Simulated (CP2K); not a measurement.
As:

```
As
1.0
     4.13100    0.00000    0.00000
     2.41839    3.34911    0.00000
     2.41839    1.23667    3.11243
As
2
Cartesian
  2.0267 1.0364 0.7034
  6.9411 3.5494 2.4090
```

Base run:

```yaml
Program: CP2K 2026.2
Functional: PBE
Potentials_or_basis: POTENTIAL_UZH As GTH-PBE-q5; ccGRB-D basis
Density_cutoff: 6123 eV
k_mesh: 9 × 9 × 9
Occupations: fermi-dirac, width 0.05 eV
Spin: no spin polarisation
```

Its results: band gap on the k mesh none (metal or under the smearing width); pressure 7.2 GPa; largest force 0.837 eV/Å.

Problem. The run is repeated on the same cell with these changes: potentials or basis from POTENTIAL_UZH As GTH-PBE-q5; ccGRB-D basis to POTENTIAL_UZH As GTH-PBE-q5; DZVP-MOLOPT-PBE-GTH basis; basis sets from As ccGRB-D-q5 to As DZVP-MOLOPT-PBE-GTH-q5. What comes out?

Solution. Band gap on the k mesh none (metal or under the smearing width); pressure 4.5 GPa; largest force 0.530 eV/Å.

Caveats: the basis of atomic orbitals isn't converged, which shifts pressures, moduli and gaps.
